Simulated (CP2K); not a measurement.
InSe:

```
In Se
1.0
     8.75025    0.00000    0.00000
     7.83599    3.89411    0.00000
     7.83599    1.83973    3.43213
In Se
2 2
Cartesian
  21.7016 5.0951 3.0498
  0.0000 0.0000 0.0000
  4.1982 0.9856 0.5900
  9.3659 2.1989 1.3162
```

Base run:

| Property | Result |
| --- | --- |
| Program | CP2K 2026.2 |
| Functional | PBEsol |
| Potentials or basis | POTENTIAL_UZH In GTH-PBE-q13, Se GTH-PBE-q6; TZVP-MOLOPT-PBE-GTH basis |
| Density cutoff | 6123 eV |
| k mesh | 8 × 8 × 8 |
| Occupations | fermi-dirac, width 0.05 eV |
| Spin | no spin polarisation |

Its results: band gap on the k mesh 0.29 eV, direct.

**Question.** The run is repeated on the same cell with these changes: functional from PBEsol to TB-mBJ; density cutoff from 6123 eV to 9184 eV; cutoff of the grids from 450 Ry to 675 Ry. What comes out?

**Answer.** Band gap on the k mesh 0.56 eV, direct.

Caveats: spin-orbit coupling is left out, which moves the levels of the heavy elements; the basis of atomic orbitals isn't converged, which shifts pressures, moduli and gaps; this is a model potential without an energy functional, so only levels have meaning (some runs).
